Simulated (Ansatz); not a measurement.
BeS under changes of volume

One of the cells (14.261 Å³/atom); the others are scaled copies at fixed shape and fractional positions:

```xyz
2
Lattice="0.0000 2.4250 2.4250 2.4250 0.0000 2.4250 2.4250 2.4250 0.0000" Properties=species:S:1:pos:R:3 pbc="T T T"
S     3.6375    3.6375    3.6375
Be    0.0000    0.0000    0.0000
```

- Program: Ansatz 0.2.0
- Functional: PBE0
- Potentials or basis: Ansatz PAW
- Cutoff: 420 eV (not typed: the program's choice for these potentials)
- k mesh: 6 × 6 × 6
- Occupations: fermi-dirac, width 0.05 eV
- Spin: no spin polarisation

```tsv
volume (Å³/atom)	energy over the lowest point (meV/atom)	pressure (GPa)	gap on the mesh (eV)
13.405	18.67	7.1	4.62
13.690	8.27	4.6	4.67
13.975	?	?	?
14.261	0.00	0.2	4.77
14.546	1.39	-1.7	4.81
14.831	6.03	-3.5	4.85
15.116	13.62	-5.0	4.89
```

**Question.** What does the run at 13.975 Å³/atom give?

**Answer.** Energy over the lowest point 2.17 meV/atom; pressure 2.3 GPa; gap on the mesh 4.72 eV.

Worked out: A Birch-Murnaghan fit of order 3 (a polynomial in V^(-2/3)) to the other rows has its minimum at 14.29 Å³/atom with B0 = V·E''(V) = 99 GPa and B' = 3.7. It gives 2.18 meV/atom at 13.975 Å³/atom, against the run's 2.17, and -dE/dV = 2.3 GPa, against 2.3. A straight line through the other rows of the gap, of slope 2.25 eV per unit of ln V, gives 4.72 eV, against the run's 4.72.

Energies are extrapolated to zero smearing.

Caveats: the PAW data sets come from PBE, with cores solved anew for the run's functional, which leaves a small shift of forces and pressure; the thresholds are loose for stress.

A mesh can miss the band edges.
